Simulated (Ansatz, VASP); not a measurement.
## CdS: VASP beside Ansatz

```
CELL_PARAMETERS angstrom
0.00000 3.14280 2.67720
3.14280 0.00000 2.67720
3.14280 3.14280 0.00000
ATOMIC_POSITIONS crystal
Cd 0.00000 0.00000 0.00000
S 0.75000 0.75000 0.75000
```

Change from the starting cell: strain +0.080 along x and y, -0.080 along z, atoms carried along.

Alike in both runs: task single point; functional r2SCAN; k mesh 8 × 8 × 8; occupations gaussian, width 0.05 eV; no spin polarisation.

|  | VASP | Ansatz |
| --- | --- | --- |
| version | VASP 6.6.1 | Ansatz 0.2.0 |
| potentials or method | VASP PAW PBE potentials, release 64 (Cd, S) | scalar-relativistic, plane waves, PAW |
| plane-wave cutoff (eV) | 520 | 500 |
| valence electrons in the cell | 18 | 26 |

VASP gave:

* gap on the k mesh at the Fermi level (eV): 1.18
* least direct gap on the mesh (eV): 1.18
* pressure (GPa): -2.6
* largest component of the traceless stress (GPa): 1.64

Which values does Ansatz return?

gap on the k mesh at the Fermi level (eV): 1.19; least direct gap on the mesh (eV): 1.19; pressure (GPa): -2.9; largest component of the traceless stress (GPa): 1.67.

The two sets of potentials don't hold the same shells in valence.

Caveats: the PAW data sets were made with another functional, which shifts forces and pressure a little (VASP).
